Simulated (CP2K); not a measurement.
# TaN (P1) in CP2K: reference runs

Reference runs on TaN: the cell as given.

Everything below comes from runs of CP2K 2026.2. Logs are shortened: lines on timing, memory, paths and dates and some standing lists are left out, and cuts for length are marked.

**1. The cell of the first run**

The typed cell holds 6 atoms: a = 5.510 Å, b = 5.001 Å, c = 2.911 Å, α = 75.35°, β = 103.18°, γ = 120.39°.

**2. Single point, PBE (cell sheared at random, sigma 0.1, atoms nudged by 0.01 Å)**

File tan_scf.inp:

```
&GLOBAL
  PROJECT tan_scf
  RUN_TYPE ENERGY_FORCE
  PRINT_LEVEL LOW
&END GLOBAL
&FORCE_EVAL
  METHOD QS
  STRESS_TENSOR ANALYTICAL
  &DFT
    BASIS_SET_FILE_NAME BASIS_MOLOPT_UZH
    POTENTIAL_FILE_NAME POTENTIAL_UZH
    &MGRID
      CUTOFF 450
      REL_CUTOFF 60
      NGRIDS 5
    &END MGRID
    &QS
      METHOD GPW
      EPS_DEFAULT 1.0E-10
    &END QS
    &KPOINTS
      SCHEME MONKHORST-PACK 6 6 9
      GAMMA_CENTERED T
      SYMMETRY T
      SYMMETRY_BACKEND SPGLIB
    &END KPOINTS
    &SCF
      SCF_GUESS ATOMIC
      EPS_SCF 1.0E-6
      MAX_SCF 100
      ADDED_MOS 27
      CHOLESKY OFF
      EPS_EIGVAL 1.0E-7
      &DIAGONALIZATION ON
        ALGORITHM STANDARD
      &END DIAGONALIZATION
      &MIXING ON
        METHOD BROYDEN_MIXING
        ALPHA 0.4
        BETA 1.5
        NBUFFER 8
      &END MIXING
      &SMEAR ON
        METHOD FERMI_DIRAC
        ELECTRONIC_TEMPERATURE [K] 580.226
      &END SMEAR
    &END SCF
    &XC
      &XC_FUNCTIONAL PBE
      &END XC_FUNCTIONAL
    &END XC
    &PRINT
      &KPOINTS ON
      &END KPOINTS
      &MULLIKEN ON
      &END MULLIKEN
      &MO ON
        ENERGIES T
        OCCUPATION_NUMBERS T
        &EACH
          QS_SCF 0
        &END EACH
        ADD_LAST NUMERIC
      &END MO
      &LOWDIN ON
      &END LOWDIN
      &HIRSHFELD ON
        SHAPE_FUNCTION DENSITY
      &END HIRSHFELD
      &E_DENSITY_CUBE ON
        STRIDE 1
      &END E_DENSITY_CUBE
      &V_HARTREE_CUBE ON
        STRIDE 1
      &END V_HARTREE_CUBE
      &ELF_CUBE ON
        STRIDE 1
      &END ELF_CUBE
    &END PRINT
  &END DFT
  &SUBSYS
    &CELL
      ABC 5.5103380207 5.0014457193 2.9110770073
      ALPHA_BETA_GAMMA 75.3467125190 103.1766791252 120.3911566587
      PERIODIC XYZ
    &END CELL
    &COORD
      Ta  -0.1767494283 3.1082530528 1.3962060857
      Ta  2.4935073333 1.6735353631 1.4040034822
      Ta  2.3098749172 4.7631659485 2.7937599796
      N   -1.0384367715 4.7757723996 2.7871734099
      N   1.1586068216 3.0856305903 2.7915655655
      N   -0.9911003950 1.7085906364 0.0117264327
    &END COORD
    &KIND Ta
      BASIS_SET TZVP-MOLOPT-PBE-GTH-q13
      POTENTIAL GTH-PBE-q13
    &END KIND
    &KIND N
      BASIS_SET TZVP-MOLOPT-PBE-GTH-q5
      POTENTIAL GTH-PBE-q5
    &END KIND
    &PRINT
      &ATOMIC_COORDINATES ON
      &END ATOMIC_COORDINATES
      &CELL ON
      &END CELL
      &SYMMETRY ON
      &END SYMMETRY
    &END PRINT
  &END SUBSYS
  &PRINT
    &FORCES ON
    &END FORCES
    &STRESS_TENSOR ON
    &END STRESS_TENSOR
  &END PRINT
&END FORCE_EVAL
```

Potentials or basis: POTENTIAL_UZH Ta GTH-PBE-q13, N GTH-PBE-q5; TZVP-MOLOPT-PBE-GTH basis.

Run with:

```
> OMP_NUM_THREADS=1 cp2k.psmp -i tan_scf.inp -o tan_scf.out
```

tan_scf.out:

```text

 CP2K| version string:                                       CP2K version 2026.2
 CP2K| Input file name                                               tan_scf.inp

 GLOBAL| Force Environment number                                              1
 GLOBAL| Basis set file name                                    BASIS_MOLOPT_UZH
 GLOBAL| Potential file name                                       POTENTIAL_UZH
 GLOBAL| MM Potential file name                                     MM_POTENTIAL
 GLOBAL| Coordinate file name                                      __STD_INPUT__
 GLOBAL| Method name                                                        CP2K
 GLOBAL| Project name                                                    tan_scf
 GLOBAL| Run type                                                   ENERGY_FORCE
 GLOBAL| FFT library                                                       FFTW3
[... 8 lines left out ...]
 GLOBAL| CPU model name                                                  UNKNOWN

 CELL| Volume [angstrom^3]:                                            66.471146
 CELL| Vector a [angstrom]:       5.510     0.000     0.000   |a| =     5.510338
 CELL| Vector b [angstrom]:      -2.530     4.314     0.000   |b| =     5.001446
 CELL| Vector c [angstrom]:      -0.664     0.465     2.796   |c| =     2.911077
 CELL| Angle (b,c), alpha [degree]:                                    75.346713
 CELL| Angle (a,c), beta  [degree]:                                   103.176679
 CELL| Angle (a,b), gamma [degree]:                                   120.391157
 CELL| Numerically orthorhombic:                                              NO
 CELL| Periodicity                                                           XYZ

 CELL_REF| Volume [angstrom^3]:                                        66.471146
 CELL_REF| Vector a [angstrom     5.510     0.000     0.000   |a| =     5.510338
 CELL_REF| Vector b [angstrom    -2.530     4.314     0.000   |b| =     5.001446
 CELL_REF| Vector c [angstrom    -0.664     0.465     2.796   |c| =     2.911077
 CELL_REF| Angle (b,c), alpha [degree]:                                75.346713
 CELL_REF| Angle (a,c), beta  [degree]:                               103.176679
 CELL_REF| Angle (a,b), gamma [degree]:                               120.391157
 CELL_REF| Numerically orthorhombic:                                          NO
 CELL_REF| Periodicity                                                       XYZ
[... 9 lines left out ...]
 TOTAL NUMBERS AND MAXIMUM NUMBERS

  Total number of            - Atomic kinds:                                   2
                             - Atoms:                                          6
                             - Shell sets:                                     6
                             - Shells:                                        54
                             - Primitive Cartesian functions:                 33
                             - Cartesian basis functions:                    177
                             - Spherical basis functions:                    156

  Maximum angular momentum of- Orbital basis functions:                        3
                             - Local part of the GTH pseudopotential:          2
                             - Non-local part of the GTH pseudopotential:      4

 MODULE QUICKSTEP: ATOMIC COORDINATES IN ANGSTROM

   Atom Kind Element         X             Y             Z       Z(eff)     Mass
      1    1 Ta   73     -0.176749      3.108253      1.396206  13.0000 180.9479
      2    1 Ta   73      2.493507      1.673535      1.404003  13.0000 180.9479
      3    1 Ta   73      2.309875      4.763166      2.793760  13.0000 180.9479
      4    2 N     7     -1.038437      4.775772      2.787173   5.0000  14.0067
      5    2 N     7      1.158607      3.085631      2.791566   5.0000  14.0067
      6    2 N     7     -0.991100      1.708591      0.011726   5.0000  14.0067

 Crystal Symmetry Information
       International Symbol:                                                  P1
       Point Group Symbol:                                                     1
       Schoenflies Symbol:                                                  C1^1
       Number of Symmetry Operations:                                          1

 SCF PARAMETERS         Density guess:                                    ATOMIC
[... 9 lines left out ...]
                        --------------------------------------------------------
                        level_shift [a.u.]:                             0.000000
                        added MOs                                        27    0
                        --------------------------------------------------------
                        Mixing method:                            BROYDEN_MIXING
[... 11 lines left out ...]
 *******************************************************************************
 BRILLOUIN| K-point scheme                                        Monkhorst-Pack
 BRILLOUIN| K-Point grid                                             6    6    9
[... 55 lines left out ...]
 Number of molecular orbitals:                                                54

 Number of orbital functions:                                                156
 Number of independent orbital functions:                                    156

 SCF WAVEFUNCTION OPTIMIZATION

  Step     Update method      Time    Convergence         Total energy    Change
  ------------------------------------------------------------------------------
     1 NoMix/Diag. 0.40E+00   14.5     0.92349536      -206.6152115160 -2.07E+02
     2 Broy./Diag. 0.40E+00   13.6     0.17936808      -202.4985506690  4.12E+00
     3 Broy./Diag. 0.40E+00   13.6     0.12212827      -204.3850407221 -1.89E+00
     4 Broy./Diag. 0.40E+00   13.5     0.01464549      -204.6880530561 -3.03E-01
     5 Broy./Diag. 0.40E+00   13.7     0.01184706      -204.4440919138  2.44E-01
     6 Broy./Diag. 0.40E+00   13.6     0.00388388      -204.4927020082 -4.86E-02
     7 Broy./Diag. 0.40E+00   13.7     0.00096267      -204.5031924304 -1.05E-02
     8 Broy./Diag. 0.40E+00   13.7     0.00059929      -204.5152096133 -1.20E-02
     9 Broy./Diag. 0.40E+00   13.7     0.00025359      -204.5164189919 -1.21E-03
    10 Broy./Diag. 0.40E+00   13.6     0.00004584      -204.5171469286 -7.28E-04
    11 Broy./Diag. 0.40E+00   13.7     0.00004343      -204.5168693593  2.78E-04
    12 Broy./Diag. 0.40E+00   13.6     0.00000694      -204.5168657027  3.66E-06
    13 Broy./Diag. 0.40E+00   13.6     0.00000669      -204.5168815358 -1.58E-05
    14 Broy./Diag. 0.40E+00   13.6     0.00000163      -204.5168843101 -2.77E-06
    15 Broy./Diag. 0.40E+00   13.6     0.00000056      -204.5168812468  3.06E-06

  *** SCF run converged in    15 steps ***

  Electronic density on regular grids:        -53.9999999989        0.0000000011
  Core density on regular grids:               53.9999999950       -0.0000000050
  Total charge density on r-space grids:       -0.0000000039
  Total charge density g-space grids:          -0.0000000039

  Overlap energy of the core charge distribution:               0.00000084443630
  Self energy of the core charge distribution:               -334.45194441678927
  Core Hamiltonian energy:                                     78.70747267973596
  Hartree energy:                                              79.79110310739946
  Exchange-correlation energy:                                -28.56298792495283
  Electronic entropic energy:                                  -0.00052553713980
  Fermi energy:                                                 0.55095753120290

  Total energy:                                              -204.51688124681414
  Total energy (extrapolated to T->0):                       -204.51661847824423

 MO| EIGENVALUES AND OCCUPATION NUMBERS FOR K POINT 1
 MO|
 MO|  Index      Eigenvalue [a.u.]        Eigenvalue [eV]             Occupation
 MO|      1              -1.970673             -53.624742               2.000000
 MO|      2              -1.969731             -53.599114               2.000000
 MO|      3              -1.953431             -53.155548               2.000000
 MO|      4              -0.781003             -21.252179               2.000000
 MO|      5              -0.780414             -21.236132               2.000000
 MO|      6              -0.768066             -20.900130               2.000000
[... 826 lines left out ...]
 MO|     53               1.291855              35.153165               0.000000
 MO|     54               1.327699              36.128536               0.000000
 MO| Sum:                                                              54.123774
 MO| E(Fermi):            0.550958 a.u.         14.992317 eV

 [... the levels of further k-points ...]

 The electron density is written in Cube    file format to the file:

 tan_scf-ELECTRON_DENSITY-1_0.cube

 !-----------------------------------------------------------------------------!
                     Mulliken Population Analysis

 #  Atom  Element  Kind  Atomic population                           Net charge
       1     Ta       1         12.136941                              0.863059
       2     Ta       1         12.164311                              0.835689
       3     Ta       1         12.185020                              0.814980
       4     N        2          5.829195                             -0.829195
       5     N        2          5.765853                             -0.765853
       6     N        2          5.918680                             -0.918680
 # Total charge                             54.000000                  0.000000

 !-----------------------------------------------------------------------------!

 !-----------------------------------------------------------------------------!
                           Hirshfeld Charges

  #Atom  Element  Kind  Ref Charge     Population                    Net charge
      1       Ta     1      13.000         12.654                         0.346
      2       Ta     1      13.000         12.657                         0.343
      3       Ta     1      13.000         12.755                         0.245
      4       N      2       5.000          5.307                        -0.307
      5       N      2       5.000          5.326                        -0.326
      6       N      2       5.000          5.301                        -0.301

  Total Charge                                                            0.000
 !-----------------------------------------------------------------------------!

 LOWDIN POPULATION ANALYSIS

 #  Atom  Element  Kind  Atomic population                           Net charge
       1     Ta       1         13.301193                             -0.301193
       2     Ta       1         13.294119                             -0.294119
       3     Ta       1         13.064398                             -0.064398
       4     N        2          4.771960                              0.228040
       5     N        2          4.793808                              0.206192
       6     N        2          4.774522                              0.225478
 # Total charge                             54.000000                  0.000000

               ----- ELF is computed on the real space grid -----

 ELF is written in Cube    file format to the file:

 tan_scf-ELF_S1-1_0.cube

 ENERGY| Total FORCE_EVAL ( QS ) energy [hartree]           -204.516879002669924

 FORCES| Atomic forces [hartree/bohr]
 FORCES|   Atom     x               y               z               |f|
 FORCES|      1 -3.36405519E-02 -4.88971729E-02  3.45963207E-02   6.86988039E-02
 FORCES|      2  2.16354557E-02 -4.30648126E-02  5.69219257E-02   7.45840241E-02
 FORCES|      3  1.93697006E-02 -1.21585136E-02  6.95347702E-04   2.28800844E-02
 FORCES|      4 -1.25294503E-02  4.44072118E-02 -5.35273241E-02   7.06693852E-02
 FORCES|      5 -2.41268444E-03  4.29991422E-02 -4.78655217E-02   6.43883176E-02
 FORCES|      6  7.52161106E-03  1.67333151E-02  9.32650906E-03   2.05806277E-02
 FORCES| Sum    -5.59192007E-05  1.91700432E-05  1.47257390E-04
 FORCES| Total atomic force                                       1.58679509E-04

 STRESS| Analytical stress tensor [bar]
 STRESS|                        x                   y                   z
 STRESS|      x        5.24288255702E+04  -1.05146404494E+05   3.67421998209E+05
 STRESS|      y       -1.05146404494E+05   3.49667549866E+05  -3.92617284413E+05
 STRESS|      z        3.67421998209E+05  -3.92617284413E+05   5.50542458991E+05
 STRESS| 1/3 Trace                                             3.17546278142E+05
 STRESS| Determinant                                          -2.09442736972E+16

 STRESS| Eigenvectors and eigenvalues of the analytical stress tensor [bar]
 STRESS|                        1                   2                   3
 STRESS| Eigenvalues  -1.66477491228E+05   1.26780048545E+05   9.92336277110E+05
 STRESS|      x           0.797137205916      0.484957824103      0.359705690511
 STRESS|      y          -0.254212747723      0.809921522703     -0.528585854859
 STRESS|      z          -0.547675226608      0.329913679473      0.768901040614
```

Wall time 4.3 min (1 thread of Arm Neoverse V2, shared host); peak memory 0.92 GiB.

Results:

* Free energy: -5565.1873 eV
* Pressure: 31.8 GPa
* Largest force: 3.835 eV/Å
* Band gap on the k mesh: none (metal or under the smearing width)
* Mulliken charges: Ta +0.86, +0.84, +0.81; N -0.83, -0.77, -0.92 e
* Hirshfeld charges: Ta +0.35, +0.34, +0.24; N -0.31, -0.33, -0.30 e

Forces on the atoms (eV/Å):
```
Ta  -1.730 -2.514  1.779
Ta   1.113 -2.214  2.927
Ta   0.996 -0.625  0.036
N   -0.644  2.284 -2.752
N   -0.124  2.211 -2.461
N    0.387  0.860  0.480
```

Caveat: Mulliken charges move with the basis; a pressure of tens of GPa on the cell as given is suspect, and the run, the potentials or the cell itself is likely at fault; the basis of atomic orbitals isn't converged, which shifts pressures, moduli and gaps; forces of over 1 eV/Å show positions far from the minimum, so gaps and moduli don't describe the material at rest. Spin-orbit coupling is left out, which matters for the levels of Ta.
